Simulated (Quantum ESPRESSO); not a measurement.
Crystal: Au.

```
Au
1.0
     0.00000    2.03500    2.03500
     2.03500    0.00000    2.03500
     2.03500    2.03500    0.00000
Au
1
Direct
  0.00000 0.00000 0.00000
```

Base run:

```yaml
Program: Quantum ESPRESSO 7.5
Functional: PBE
Potentials_or_basis: SSSP 1.3 efficiency PBE
Cutoff: 816 eV
Density_cutoff: 3265 eV
k_mesh: 11 × 11 × 11
Occupations: fermi-dirac, width 0.05 eV
Spin: no spin polarisation
```

Its results: band gap on the k mesh none (metal or under the smearing width); pressure 9.8 GPa.

The run is repeated on the same cell with these changes: functional from PBE to PBEsol; potentials or basis from SSSP 1.3 efficiency PBE to PseudoDojo 0.4.1 SR PBEsol standard; cutoff from 816 eV to 1034 eV; density cutoff from 3265 eV to 4136 eV. What comes out?

Band gap on the k mesh none (metal or under the smearing width); pressure 1.3 GPa.

Not every run made on this cell is shown here.
